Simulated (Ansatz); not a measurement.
# Hg: energy along a strain

Hg, Fm-3m, a = 4.784 Å (as given, not relaxed at this level: -1.2 GPa). This isn't the element's structure at ambient conditions. Ansatz: PBE+D3(BJ), PAW, 420 eV, Γ-centred 18×18×18 mesh on 1 atom, Gaussian smearing 0.15 eV; no spin polarisation. Cell vectors (Å): 0.000 2.392 2.392; 2.392 0.000 2.392; 2.392 2.392 0.000. The cell is strained by x per cent times the pattern (0 0 0 0 1 0) in the order xx yy zz yz xz xy (engineering shears), with fractional coordinates held. y is the free energy over the start, V0 = 27.369 Å³/atom. Symmetry makes y even in x. Points with a strain past 8.5 % were computed too (2) and aren't used here.

| x (%) | y (meV/atom) |
| --- | --- |
| -5.00 | 0.92 |
| 0.00 | 0.00 |
| 2.50 | 0.23 |
| 3.75 | 0.52 |
| 6.25 | 1.45 |
| 7.50 | ? |

Fit y = c2 x² + c4 x⁴ to the other rows, get the stiffness along the pattern, and predict the missing energy.

Least squares on the rows shown. y = 0.03661 x² + 1.238×10⁻⁵ x⁴. The clamped-ion stiffness p·C·p = 2 × 0.3661 eV × 160.2 / 27.369 Å³ = 4.3 GPa, which is C55 in these axes (C44 of the cubic crystal) (second derivative at the start, which stands under stress). At x = 7.50 the fit asked for gives 2.10 meV/atom. The run gave 2.09 meV/atom, so the fit is 0.01 meV/atom too high, a small miss on the scale of the series.

Spin–orbit coupling is left out, which can shift energies with elements as heavy as these.